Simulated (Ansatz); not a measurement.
Here is an Ansatz 0.2.0 calculation.

Contents of input.yaml:

```yaml
crystal:
  lattice:
    - [0.0, 2.035, 2.035]
    - [2.035, 0.0, 2.035]
    - [2.035, 2.035, 0.0]
  atoms:
    - { symbol: Au, position: [0.0, 0.0, 0.0] }
hamiltonian:
  xc: pbe
  pseudopotentials: { kind: paw }
kpoints:
  mp_grid: { grid: [11, 11, 11] }
scf:
  occupations: { method: gaussian, width: 0.011 }
output:
  forces: true
  stress: true
  eigenvalues: true
  write_density: true
  write_potential: true
  elf: true
  volumetric_format: npy
```

Potentials or basis: Ansatz PAW.

The run is started by

```sh
$ ansatz run input.yaml --threads 2 --pin off --max-ram 5632MiB --backend cpu --events-out ev --progress --plain --runs-dir out
```

Task: Estimate the pressure.

Result: 10.8 GPa.

Task: Estimate the band gap on the k mesh.

Result: None (metal or under the smearing width).

Spin-orbit coupling is left out, which matters for the levels of Au.
